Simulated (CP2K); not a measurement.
A run of CP2K 2026.2 is set up as follows.

si_scf.inp

```
&GLOBAL
  PROJECT si_scf
  RUN_TYPE ENERGY_FORCE
  PRINT_LEVEL LOW
&END GLOBAL
&FORCE_EVAL
  METHOD QS
  STRESS_TENSOR ANALYTICAL
  &DFT
    BASIS_SET_FILE_NAME BASIS_MOLOPT
    POTENTIAL_FILE_NAME GTH_POTENTIALS
    &MGRID
      CUTOFF 450
      REL_CUTOFF 60
      NGRIDS 4
    &END MGRID
    &QS
      METHOD GPW
      EPS_DEFAULT 1.0E-9
    &END QS
    &KPOINTS
      SCHEME MONKHORST-PACK 13 13 11
      GAMMA_CENTERED T
      SYMMETRY T
      SYMMETRY_BACKEND SPGLIB
    &END KPOINTS
    &SCF
      SCF_GUESS ATOMIC
      EPS_SCF 1.0E-6
      MAX_SCF 100
      ADDED_MOS 8
      CHOLESKY OFF
      EPS_EIGVAL 1.0E-7
      &DIAGONALIZATION ON
        ALGORITHM STANDARD
      &END DIAGONALIZATION
      &MIXING ON
        METHOD BROYDEN_MIXING
        ALPHA 0.4
        BETA 1.5
        NBUFFER 8
      &END MIXING
      &SMEAR ON
        METHOD FERMI_DIRAC
        ELECTRONIC_TEMPERATURE [K] 580.226
      &END SMEAR
    &END SCF
    &XC
      &XC_FUNCTIONAL
        &GGA_X_PBE
        &END GGA_X_PBE
        &GGA_C_PBE
        &END GGA_C_PBE
      &END XC_FUNCTIONAL
    &END XC
    &PRINT
      &KPOINTS ON
      &END KPOINTS
      &MULLIKEN ON
      &END MULLIKEN
      &MO ON
        ENERGIES T
        OCCUPATION_NUMBERS T
        &EACH
          QS_SCF 0
        &END EACH
        ADD_LAST NUMERIC
      &END MO
    &END PRINT
  &END DFT
  &SUBSYS
    &CELL
      A 2.6224564539 0.0000000000 0.0000000000
      B -1.5921634579 2.2364249046 0.0000000000
      C -0.4471753593 -1.0154423318 2.3714647205
      PERIODIC XYZ
    &END CELL
    &COORD
      Si  0.0000000000 0.0000000000 0.0000000000
    &END COORD
    &KIND Si
      BASIS_SET DZVP-MOLOPT-SR-GTH-q4
      POTENTIAL GTH-PBE-q4
    &END KIND
    &PRINT
      &ATOMIC_COORDINATES ON
      &END ATOMIC_COORDINATES
      &CELL ON
      &END CELL
      &SYMMETRY ON
      &END SYMMETRY
    &END PRINT
  &END SUBSYS
  &PRINT
    &FORCES ON
    &END FORCES
    &STRESS_TENSOR ON
    &END STRESS_TENSOR
  &END PRINT
&END FORCE_EVAL
```

Potentials or basis: GTH_POTENTIALS Si GTH-PBE-q4; DZVP-MOLOPT-SR-GTH basis.

Command:

```console
$ OMP_NUM_THREADS=1 cp2k.psmp -i si_scf.inp -o si_scf.out
```

Problem. What does it give for the pressure?

Solution. 5.3 GPa.

Problem. Predict the band gap on the k mesh.

Solution. None (metal or under the smearing width).

Stress tensor (GPa, compression positive):
```
 1.99  3.41 -0.27
 3.41 10.75  0.03
-0.27  0.03  3.18
```

Caveat: the basis of atomic orbitals isn't converged, which shifts pressures, moduli and gaps.
